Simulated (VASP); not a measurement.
# Bi: restarted molecular dynamics, 2 variants

Bi, P2_1/m (no. 11), 12 atoms in the cell. PBE, molecular dynamics; PAW potentials Bi (PBE set).

| Restart from | Temperature at the end (K) | The same without a restart (K) | Potential energy at the end (eV/atom) | The same without a restart (eV/atom) | Electronic steps in the first step after the restart | Time (s) |
|---|---|---|---|---|---|---|
| CONTCAR with velocities, WAVECAR read | 1244.0 | 1244.0 | -3.61582 | -3.61582 | 4 | 300 |
| CONTCAR with velocities, no WAVECAR | 1244.0 | 1244.0 | -3.61582 | -3.61582 | 15 | 322 |

Limits: 240 fs of 12 atoms are too short for converged averages; the cell is only 4.7 Å across, so each atom moves in step with near copies of itself.

## Input of the first row

INCAR.step1:
```
GGA = PE
PREC = Normal
ENCUT = 200
EDIFF = 1E-6
NELMIN = 4
NELM = 60
ALGO = Fast
LREAL = Auto
LASPH = T
ISMEAR = -1
SIGMA = 0.069
ISYM = 0
LWAVE = T
LCHARG = F
IBRION = 0
NSW = 30
POTIM = 4.0
TEBEG = 1600
ISIF = 2
RANDOM_SEED = 816542 0 0
MDALGO = 2
SMASS = 0
KPAR = 2
```

INCAR.step2, as INCAR.step1 but for:
```
- LWAVE = T
+ LWAVE = F
```

KPOINTS:
```
k-points
0
Gamma
  3 1 2
```

POSCAR.step1:
```
Bi
1.0
    4.6584121839      0.0000000000      0.0000000000
    0.0000000000     13.5791657400      0.0000000000
   -0.3459734563      0.0000000000      6.5119480672
Bi
12
Direct
    0.2513749200      0.0833333333      0.7487333800
    0.2513749200      0.4166666667      0.7487333800
    0.2513749200      0.7500000000      0.7487333800
    0.7486250800      0.2500000000      0.2512666200
    0.7486250800      0.5833333333      0.2512666200
    0.7486250800      0.9166666667      0.2512666200
    0.2498876900      0.0833333333      0.2488803300
    0.2498876900      0.4166666667      0.2488803300
    0.2498876900      0.7500000000      0.2488803300
    0.7501123100      0.2500000000      0.7511196700
    0.7501123100      0.5833333333      0.7511196700
    0.7501123100      0.9166666667      0.7511196700
```

Commands (each step's output is kept before the next begins):
```
cat potpaw_PBE.64/Bi/POTCAR > POTCAR
cp INCAR.step1 INCAR
cp POSCAR.step1 POSCAR
mpirun -np 2 vasp_std > vasp.out
cp CONTCAR POSCAR
cp INCAR.step2 INCAR
mpirun -np 2 vasp_std > vasp.out
```

Changes of the last row against the first:
```
(step 1)
- LWAVE = True
+ LWAVE = False
```

VASP 6.6.1 took 300 s on 2 cores (AMD EPYC 7R13 (Zen 3)), a shared host.
